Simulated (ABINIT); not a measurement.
# TiC (Fm-3m) in ABINIT: a series of runs

Aim: see how the results for TiC move with the level of theory and the settings. Levels: PBEsol, LDA, r2SCAN, revPBE+D3(BJ). Tasks: equation of state, band structure.

Everything below comes from runs of ABINIT 10.8.3 (patched build). Logs are shortened: lines on timing, memory, paths and dates and some standing lists are left out, and cuts for length are marked. The log counts tension as positive stress, the text compression.

**1. The crystal as given**

Symmetry: Fm-3m, No. 225, cubic system. Conventional cell: a = 4.331 Å, b = 4.331 Å, c = 4.331 Å, α = 90.00°, β = 90.00°, γ = 90.00°. Around Ti (site symmetry m-3m) lie 6 C at 2.17 Å. C (site symmetry m-3m) is surrounded by 6 Ti at 2.17 Å.

The cell is a database's computed one.

**2. Equation of state, PBEsol**

Contents of run.abi:

```
# Datasets: one volume each
ndtset 7
getwfk -1
scalecart1 3*0.9795861087
scalecart2 3*0.9864848297
scalecart3 3*0.9932883884
scalecart4 3*1.0000000000
scalecart5 3*1.0066227096
scalecart6 3*1.0131594038
scalecart7 3*1.0196128224

# Pseudopotentials
pp_dirpath "./"
pseudos "Ti.GGA_PBE-JTH.xml, C.GGA_PBE-JTH.xml"

# Structure
acell 3*1.0
rprim
     0.0000000000     4.0926154775     4.0926154775
     4.0926154775     0.0000000000     4.0926154775
     4.0926154775     4.0926154775     0.0000000000
ntypat 2
znucl 22 6
natom 2
typat 1 2
xred
     0.0000000000     0.0000000000     0.0000000000
     0.5000000000     0.5000000000     0.5000000000

# Plane-wave basis
ecut 517.016339 eV
pawecutdg 38.0

# k points
kptopt 1
ngkpt 11 11 11
nshiftk 1
shiftk 0.0 0.0 0.0

# Exchange and correlation
ixc -116133

# Bands and occupations
nband 12
occopt 3
tsmear 0.00183747

# SCF cycle
nstep 100
tolvrs 1.0e-9

# Output
iomode 3
prtwf 1
prtden 0
prteig 0
prtebands 0
```

Potentials or basis: JTH PAW PBE v2.0.

Launch:

```bash
$ abinit run.abi > log 2>&1
```

run.abo:

```text
.Version 10.8.3 of ABINIT
 DATASET    1 : space group Fm -3 m (#225); Bravais cF (face-center cubic)
================================================================================
 Values of the parameters that define the memory need for DATASET  1.
     intxc =       0    ionmov =       0      iscf =      17    lmnmax =      18
     lnmax =       6     mgfft =      24  mpssoang =       3    mqgrid =    3001
     natom =       2  nloc_mem =       2    nspden =       1   nspinor =       1
    nsppol =       1      nsym =      48    n1xccc =       1    ntypat =       2
    occopt =       3   xclevel =       2
       mpw =         532          nfft =       13824          nkpt =          56
 PAW method is used; the additional fine FFT grid is defined by:
   mgfftf=        32    nfftf =     32768
================================================================================
================================================================================
[... 71 lines left out ...]
 DATASET    7 : space group Fm -3 m (#225); Bravais cF (face-center cubic)
================================================================================
 Values of the parameters that define the memory need for DATASET  7.
     intxc =       0    ionmov =       0      iscf =      17    lmnmax =      18
     lnmax =       6     mgfft =      24  mpssoang =       3    mqgrid =    3001
     natom =       2  nloc_mem =       2    nspden =       1   nspinor =       1
    nsppol =       1      nsym =      48    n1xccc =       1    ntypat =       2
    occopt =       3   xclevel =       2
       mpw =         584          nfft =       13824          nkpt =          56
 PAW method is used; the additional fine FFT grid is defined by:
   mgfftf=        36    nfftf =     46656
================================================================================
================================================================================

--------------------------------------------------------------------------------
------------- Echo of variables that govern the present computation ------------
--------------------------------------------------------------------------------
 -outvars: echo values of preprocessed input variables --------
            acell      1.0000000000E+00  1.0000000000E+00  1.0000000000E+00 Bohr
              amu      4.78800000E+01  1.20110000E+01
             ecut      1.90000000E+01 Hartree
           getwfk          -1
                       outvar_i_n : Printing only first  50 k-points.
              ixc     -116133
           jdtset        1    2    3    4    5    6    7
                       outvar_i_n : Printing only first  50 k-points.
         kptrlatt       11    0    0      0   11    0      0    0   11
          kptrlen1     6.23664815E+01
          kptrlen2     6.28056965E+01
          kptrlen3     6.32388529E+01
          kptrlen4     6.36661555E+01
          kptrlen5     6.40877979E+01
          kptrlen6     6.45039641E+01
          kptrlen7     6.49148285E+01
            natom           2
            nband          12
           ndtset           7
            ngfft          24      24      24
          ngfftdg1         32      32      32
          ngfftdg2         32      32      32
          ngfftdg3         32      32      32
          ngfftdg4         36      36      36
          ngfftdg5         36      36      36
          ngfftdg6         36      36      36
          ngfftdg7         36      36      36
             nkpt          56
            nstep         100
             nsym          48
           ntypat           2
                       prtocc : prtvol=0, do not print more k-points.
           occopt           3
        pawecutdg      3.80000000E+01 Hartree
         pawxcdev           0
           prtden           0
        prtebands           0
           prteig           0
            rprim1     0.0000000000E+00  4.0090692700E+00  4.0090692700E+00
                       4.0090692700E+00  0.0000000000E+00  4.0090692700E+00
                       4.0090692700E+00  4.0090692700E+00  0.0000000000E+00
            rprim2     0.0000000000E+00  4.0373030823E+00  4.0373030823E+00
                       4.0373030823E+00  0.0000000000E+00  4.0373030823E+00
                       4.0373030823E+00  4.0373030823E+00  0.0000000000E+00
            rprim3     0.0000000000E+00  4.0651474320E+00  4.0651474320E+00
                       4.0651474320E+00  0.0000000000E+00  4.0651474320E+00
                       4.0651474320E+00  4.0651474320E+00  0.0000000000E+00
            rprim4     0.0000000000E+00  4.0926154775E+00  4.0926154775E+00
                       4.0926154775E+00  0.0000000000E+00  4.0926154775E+00
                       4.0926154775E+00  4.0926154775E+00  0.0000000000E+00
            rprim5     0.0000000000E+00  4.1197196813E+00  4.1197196813E+00
                       4.1197196813E+00  0.0000000000E+00  4.1197196813E+00
                       4.1197196813E+00  4.1197196813E+00  0.0000000000E+00
            rprim6     0.0000000000E+00  4.1464718572E+00  4.1464718572E+00
                       4.1464718572E+00  0.0000000000E+00  4.1464718572E+00
                       4.1464718572E+00  4.1464718572E+00  0.0000000000E+00
            rprim7     0.0000000000E+00  4.1728832180E+00  4.1728832180E+00
                       4.1728832180E+00  0.0000000000E+00  4.1728832180E+00
                       4.1728832180E+00  4.1728832180E+00  0.0000000000E+00
          spgroup         225
           tolvrs      1.00000000E-09
           tsmear      1.83747000E-03 Hartree
            typat      1  2
           useylm           1
                       outvars : Printing only first  50 k-points.
           xangst1     0.0000000000E+00  0.0000000000E+00  0.0000000000E+00
                       2.1215080932E+00  2.1215080932E+00  2.1215080932E+00
           xangst2     0.0000000000E+00  0.0000000000E+00  0.0000000000E+00
                       2.1364487832E+00  2.1364487832E+00  2.1364487832E+00
           xangst3     0.0000000000E+00  0.0000000000E+00  0.0000000000E+00
                       2.1511833785E+00  2.1511833785E+00  2.1511833785E+00
           xangst4     0.0000000000E+00  0.0000000000E+00  0.0000000000E+00
                       2.1657188422E+00  2.1657188422E+00  2.1657188422E+00
           xangst5     0.0000000000E+00  0.0000000000E+00  0.0000000000E+00
                       2.1800617692E+00  2.1800617692E+00  2.1800617692E+00
           xangst6     0.0000000000E+00  0.0000000000E+00  0.0000000000E+00
                       2.1942184110E+00  2.1942184110E+00  2.1942184110E+00
           xangst7     0.0000000000E+00  0.0000000000E+00  0.0000000000E+00
                       2.2081947012E+00  2.2081947012E+00  2.2081947012E+00
            xcart1     0.0000000000E+00  0.0000000000E+00  0.0000000000E+00
                       4.0090692700E+00  4.0090692700E+00  4.0090692700E+00
            xcart2     0.0000000000E+00  0.0000000000E+00  0.0000000000E+00
                       4.0373030823E+00  4.0373030823E+00  4.0373030823E+00
            xcart3     0.0000000000E+00  0.0000000000E+00  0.0000000000E+00
                       4.0651474320E+00  4.0651474320E+00  4.0651474320E+00
            xcart4     0.0000000000E+00  0.0000000000E+00  0.0000000000E+00
                       4.0926154775E+00  4.0926154775E+00  4.0926154775E+00
            xcart5     0.0000000000E+00  0.0000000000E+00  0.0000000000E+00
                       4.1197196813E+00  4.1197196813E+00  4.1197196813E+00
            xcart6     0.0000000000E+00  0.0000000000E+00  0.0000000000E+00
                       4.1464718572E+00  4.1464718572E+00  4.1464718572E+00
            xcart7     0.0000000000E+00  0.0000000000E+00  0.0000000000E+00
                       4.1728832180E+00  4.1728832180E+00  4.1728832180E+00
             xred      0.0000000000E+00  0.0000000000E+00  0.0000000000E+00
                       5.0000000000E-01  5.0000000000E-01  5.0000000000E-01
            znucl       22.00000    6.00000

================================================================================

 chkinp: Checking input parameters for consistency, jdtset=   1.

 chkinp: Checking input parameters for consistency, jdtset=   2.
[... 36 lines left out ...]
 getcut: wavevector=  0.0000  0.0000  0.0000  ngfft=  32  32  32
         ecut(hartree)=     38.000   => boxcut(ratio)=   2.03392

--- Pseudopotential description ------------------------------------------------
- pspini: atom type   1  psp file is ./Ti.GGA_PBE-JTH.xml
 Pseudopotential format is: paw10
 basis_size (lnmax)=  6 (lmn_size= 18), orbitals=   0   0   1   1   2   2
 Spheres core radius: rc_sph= 2.30802695
 Shapefunction is BESSEL type: shapef(r,l)=aa(1,l)*jl(q(1,l)*r)+aa(2,l)*jl(q(2,l)*r)
 Radius for shape functions =  2.01037111
 Compensation charge density is not taken into account in XC energy/potential

- pspini: atom type   2  psp file is ./C.GGA_PBE-JTH.xml
 Pseudopotential format is: paw10
 basis_size (lnmax)=  4 (lmn_size=  8), orbitals=   0   0   1   1
 Spheres core radius: rc_sph= 1.50736703
 Shapefunction is SIN type: shapef(r)=[sin(pi*r/rshp)/(pi*r/rshp)]**2
 Radius for shape functions =  1.30052589
 Compensation charge density is not taken into account in XC energy/potential

   4.77916847E+02                                ecore*ucvol(ha*bohr**3)
--------------------------------------------------------------------------------

[... 1245 lines left out ...]
-Cartesian components of stress tensor (GPa)         [Pressure= -1.8561E+01 GPa]
- sigma(1 1)=  1.85610685E+01  sigma(3 2)=  0.00000000E+00
- sigma(2 2)=  1.85610685E+01  sigma(3 1)=  0.00000000E+00
- sigma(3 3)=  1.85610685E+01  sigma(2 1)=  0.00000000E+00

== END DATASET(S) ==============================================================
================================================================================

 -outvars: echo values of variables after computation  --------
            acell      1.0000000000E+00  1.0000000000E+00  1.0000000000E+00 Bohr
           etotal1    -6.4386708842E+01
           etotal2    -6.4387451445E+01
           etotal3    -6.4387638797E+01
           etotal4    -6.4387323350E+01
           etotal5    -6.4386547511E+01
           etotal6    -6.4385373524E+01
           etotal7    -6.4383839430E+01
            fcart1    -0.0000000000E+00 -0.0000000000E+00 -0.0000000000E+00
                      -0.0000000000E+00 -0.0000000000E+00 -0.0000000000E+00
            fcart2    -0.0000000000E+00 -0.0000000000E+00 -0.0000000000E+00
                      -0.0000000000E+00 -0.0000000000E+00 -0.0000000000E+00
            fcart3    -0.0000000000E+00 -0.0000000000E+00 -0.0000000000E+00
                      -0.0000000000E+00 -0.0000000000E+00 -0.0000000000E+00
            fcart4    -0.0000000000E+00 -0.0000000000E+00 -0.0000000000E+00
                      -0.0000000000E+00 -0.0000000000E+00 -0.0000000000E+00
            fcart5    -0.0000000000E+00 -0.0000000000E+00 -0.0000000000E+00
                      -0.0000000000E+00 -0.0000000000E+00 -0.0000000000E+00
[... 38 lines left out ...]
                       0.0000000000E+00  0.0000000000E+00  0.0000000000E+00
           xangst1     0.0000000000E+00  0.0000000000E+00  0.0000000000E+00
                       2.1215080932E+00  2.1215080932E+00  2.1215080932E+00
           xangst2     0.0000000000E+00  0.0000000000E+00  0.0000000000E+00
                       2.1364487832E+00  2.1364487832E+00  2.1364487832E+00
           xangst3     0.0000000000E+00  0.0000000000E+00  0.0000000000E+00
                       2.1511833785E+00  2.1511833785E+00  2.1511833785E+00
           xangst4     0.0000000000E+00  0.0000000000E+00  0.0000000000E+00
                       2.1657188422E+00  2.1657188422E+00  2.1657188422E+00
           xangst5     0.0000000000E+00  0.0000000000E+00  0.0000000000E+00
                       2.1800617692E+00  2.1800617692E+00  2.1800617692E+00
           xangst6     0.0000000000E+00  0.0000000000E+00  0.0000000000E+00
                       2.1942184110E+00  2.1942184110E+00  2.1942184110E+00
           xangst7     0.0000000000E+00  0.0000000000E+00  0.0000000000E+00
                       2.2081947012E+00  2.2081947012E+00  2.2081947012E+00
             xred      0.0000000000E+00  0.0000000000E+00  0.0000000000E+00
                       5.0000000000E-01  5.0000000000E-01  5.0000000000E-01
 Calculation completed.
```

Wall time 1.8 min (1 thread of Arm Neoverse V1, shared host); peak memory 0.14 GiB.

Results:

```yaml
Equilibrium_volume: 9.92 Å³/atom
Bulk_modulus: 268 GPa
Pressure_derivative_of_the_bulk_modulus: "4.4 (rough: it moves with the points fitted)"
```

Energy against volume, from the lowest point:
| volume (Å³/atom) | energy (meV/atom) |
| --- | --- |
| 9.548 | 12.65 |
| 9.752 | 2.55 |
| 9.955 | 0.00 |
| 10.158 | 4.29 |
| 10.361 | 14.85 |
| 10.564 | 30.82 |
| 10.767 | 51.69 |

Caveat: pressures at fixed basis lie under the slope of the energies; the PAW data sets were made with another functional, which shifts forces and pressure a little.

**3. Equation of state, LDA**

run.abi, as its differences from that of step 2:

```diff
@@ -13,10 +13,10 @@
 pp_dirpath "./"
-pseudos "Ti.GGA_PBE-JTH.xml, C.GGA_PBE-JTH.xml"
+pseudos "Ti.LDA_PW-JTH.xml, C.LDA_PW-JTH.xml"
 
 # Structure
-acell 3*1.0
+acell 5.7878323139 5.7878323139 5.7878323139
 rprim
-     0.0000000000     4.0926154775     4.0926154775
-     4.0926154775     0.0000000000     4.0926154775
-     4.0926154775     4.0926154775     0.0000000000
+     0.0000000000     0.7071067812     0.7071067812
+     0.7071067812     0.0000000000     0.7071067812
+     0.7071067812     0.7071067812     0.0000000000
 ntypat 2
@@ -30,4 +30,4 @@
 # Plane-wave basis
-ecut 517.016339 eV
-pawecutdg 38.0
+ecut 20.0
+pawecutdg 40.0
 
@@ -40,3 +40,3 @@
 # Exchange and correlation
-ixc -116133
+ixc 7
 
@@ -45,3 +45,3 @@
 occopt 3
-tsmear 0.00183747
+tsmear 0.05 eV
```

Potentials or basis: JTH PAW LDA v2.0.

Launch:

```bash
$ abinit run.abi > log 2>&1
```

run.abo:

```text
.Version 10.8.3 of ABINIT
 DATASET    1 : space group Fm -3 m (#225); Bravais cF (face-center cubic)
================================================================================
 Values of the parameters that define the memory need for DATASET  1.
     intxc =       0    ionmov =       0      iscf =      17    lmnmax =      18
     lnmax =       6     mgfft =      24  mpssoang =       3    mqgrid =    3001
     natom =       2  nloc_mem =       2    nspden =       1   nspinor =       1
    nsppol =       1      nsym =      48    n1xccc =       1    ntypat =       2
    occopt =       3   xclevel =       1
       mpw =         560          nfft =       13824          nkpt =          56
 PAW method is used; the additional fine FFT grid is defined by:
   mgfftf=        36    nfftf =     46656
================================================================================
================================================================================
[... 71 lines left out ...]
 DATASET    7 : space group Fm -3 m (#225); Bravais cF (face-center cubic)
================================================================================
 Values of the parameters that define the memory need for DATASET  7.
     intxc =       0    ionmov =       0      iscf =      17    lmnmax =      18
     lnmax =       6     mgfft =      24  mpssoang =       3    mqgrid =    3001
     natom =       2  nloc_mem =       2    nspden =       1   nspinor =       1
    nsppol =       1      nsym =      48    n1xccc =       1    ntypat =       2
    occopt =       3   xclevel =       1
       mpw =         632          nfft =       13824          nkpt =          56
 PAW method is used; the additional fine FFT grid is defined by:
   mgfftf=        36    nfftf =     46656
================================================================================
================================================================================

--------------------------------------------------------------------------------
------------- Echo of variables that govern the present computation ------------
--------------------------------------------------------------------------------
 -outvars: echo values of preprocessed input variables --------
            acell      5.7878323139E+00  5.7878323139E+00  5.7878323139E+00 Bohr
              amu      4.78800000E+01  1.20110000E+01
             ecut      2.00000000E+01 Hartree
[... 349 lines left out ...]
  is sufficient for exact treatment of convolution.
  Such a large boxcut is a waste : you could raise ecut
  e.g. ecut=   49.045827 Hartrees makes boxcut=2

--------------------------------------------------------------------------------

-inwffil : will read wavefunctions from disk file runo_DS1_WFK.nc

================================================================================
[... 1061 lines left out ...]
-Cartesian components of stress tensor (GPa)         [Pressure= -2.3886E+01 GPa]
- sigma(1 1)=  2.38863058E+01  sigma(3 2)=  0.00000000E+00
- sigma(2 2)=  2.38863058E+01  sigma(3 1)=  0.00000000E+00
- sigma(3 3)=  2.38863058E+01  sigma(2 1)=  0.00000000E+00

== END DATASET(S) ==============================================================
================================================================================

 -outvars: echo values of variables after computation  --------
            acell      5.7878323139E+00  5.7878323139E+00  5.7878323139E+00 Bohr
           etotal1    -6.4558987100E+01
           etotal2    -6.4559124646E+01
           etotal3    -6.4558726568E+01
           etotal4    -6.4557845595E+01
           etotal5    -6.4556529459E+01
           etotal6    -6.4554822350E+01
           etotal7    -6.4552763960E+01
            fcart1    -0.0000000000E+00 -0.0000000000E+00 -0.0000000000E+00
                      -0.0000000000E+00 -0.0000000000E+00 -0.0000000000E+00
            fcart2    -0.0000000000E+00 -0.0000000000E+00 -0.0000000000E+00
                      -0.0000000000E+00 -0.0000000000E+00 -0.0000000000E+00
            fcart3    -0.0000000000E+00 -0.0000000000E+00 -0.0000000000E+00
                      -0.0000000000E+00 -0.0000000000E+00 -0.0000000000E+00
            fcart4    -0.0000000000E+00 -0.0000000000E+00 -0.0000000000E+00
                      -0.0000000000E+00 -0.0000000000E+00 -0.0000000000E+00
            fcart5    -0.0000000000E+00 -0.0000000000E+00 -0.0000000000E+00
                      -0.0000000000E+00 -0.0000000000E+00 -0.0000000000E+00
[... 38 lines left out ...]
                       0.0000000000E+00  0.0000000000E+00  0.0000000000E+00
           xangst1     0.0000000000E+00  0.0000000000E+00  0.0000000000E+00
                       2.1215080932E+00  2.1215080932E+00  2.1215080932E+00
           xangst2     0.0000000000E+00  0.0000000000E+00  0.0000000000E+00
                       2.1364487833E+00  2.1364487833E+00  2.1364487833E+00
           xangst3     0.0000000000E+00  0.0000000000E+00  0.0000000000E+00
                       2.1511833786E+00  2.1511833786E+00  2.1511833786E+00
           xangst4     0.0000000000E+00  0.0000000000E+00  0.0000000000E+00
                       2.1657188423E+00  2.1657188423E+00  2.1657188423E+00
           xangst5     0.0000000000E+00  0.0000000000E+00  0.0000000000E+00
                       2.1800617692E+00  2.1800617692E+00  2.1800617692E+00
           xangst6     0.0000000000E+00  0.0000000000E+00  0.0000000000E+00
                       2.1942184110E+00  2.1942184110E+00  2.1942184110E+00
           xangst7     0.0000000000E+00  0.0000000000E+00  0.0000000000E+00
                       2.2081947013E+00  2.2081947013E+00  2.2081947013E+00
             xred      0.0000000000E+00  0.0000000000E+00  0.0000000000E+00
                       5.0000000000E-01  5.0000000000E-01  5.0000000000E-01
 Calculation completed.
```

Wall time 77 s (1 thread of Arm Neoverse V1, shared host); peak memory 0.12 GiB.

Results:

```yaml
Equilibrium_volume: 9.70 Å³/atom
Bulk_modulus: 282 GPa
Pressure_derivative_of_the_bulk_modulus: 4.1
```

Energy against volume, from the lowest point:
| volume (Å³/atom) | energy (meV/atom) |
| --- | --- |
| 9.548 | 1.87 |
| 9.752 | 0.00 |
| 9.955 | 5.42 |
| 10.158 | 17.40 |
| 10.361 | 35.31 |
| 10.564 | 58.54 |
| 10.767 | 86.54 |

Caveat: pressures at fixed basis lie under the slope of the energies.

(Continued in part 2 of 2.)
